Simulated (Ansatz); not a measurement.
Runs of Ansatz 0.2.0 on TiAl. It takes space group Pm-3m (No. 221, cubic). Conventional cell: a = 3.179 Å, b = 3.179 Å, c = 3.179 Å, α = 90.00°, β = 90.00°, γ = 90.00°. Ti (site symmetry m-3m) has 8 Al at 2.75 Å as nearest neighbours. Around Al (site symmetry m-3m) lie 8 Ti at 2.75 Å. The cell comes from a database or a generator and needn't be the stable form of this composition.

```csv
task,level,cell,smearing,points for each segment of the path,gap on the mesh (eV),pressure (GPa),relaxed volume (Å³/atom)
relaxation of cell and atoms,revPBE+D3(BJ),relaxed,fermi-dirac 0.05 eV,-,none,0.0,15.13
relaxation of cell and atoms,revPBE+D4,relaxed,fermi-dirac 0.05 eV,-,none,0.0,15.81
single point,PBE,as given,gaussian 0.016 eV,-,none,0.7,-
relaxation of cell and atoms,RPBE,relaxed,fermi-dirac 0.05 eV,-,none,0.0,(a)
relaxation of cell and atoms,RPBE+D4,relaxed,fermi-dirac 0.05 eV,-,none,0.0,15.82
band structure,revPBE,as given,fermi-dirac 0.05 eV,14,none,2.9,-
relaxation of cell and atoms,BLYP,relaxed,fermi-dirac 0.05 eV,-,none,0.0,16.63
band structure,BLYP,as given,fermi-dirac 0.05 eV,14,none,(b),-
single point,PBE,as given,gaussian 0.014 eV,-,none,0.7,-
relaxation of cell and atoms,PBEsol,relaxed,fermi-dirac 0.05 eV,-,none,0.0,(c)
single point,PBE,as given,gaussian 0.012 eV,-,none,0.7,-
band structure,RPBE,as given,fermi-dirac 0.05 eV,14,none,3.6,-
```

Alike in all rows: potentials or basis Ansatz PAW; no spin polarisation; k mesh 8 × 8 × 8; cutoff (eV) 420.

Fill in the values left out.

(a) 16.58; (b) 3.8; (c) 15.74.

Caveats: the PAW data sets come from PBE, with cores solved anew for the run's functional, which leaves a small shift of forces and pressure (some runs); the plane-wave basis is chosen anew once the cell has moved, so the energies of steps on either side of that aren't comparable (some runs); pairwise dispersion overbinds metals, which lowers pressure and volume (some runs).

A gap of «none» marks a metal or a gap under the smearing width.
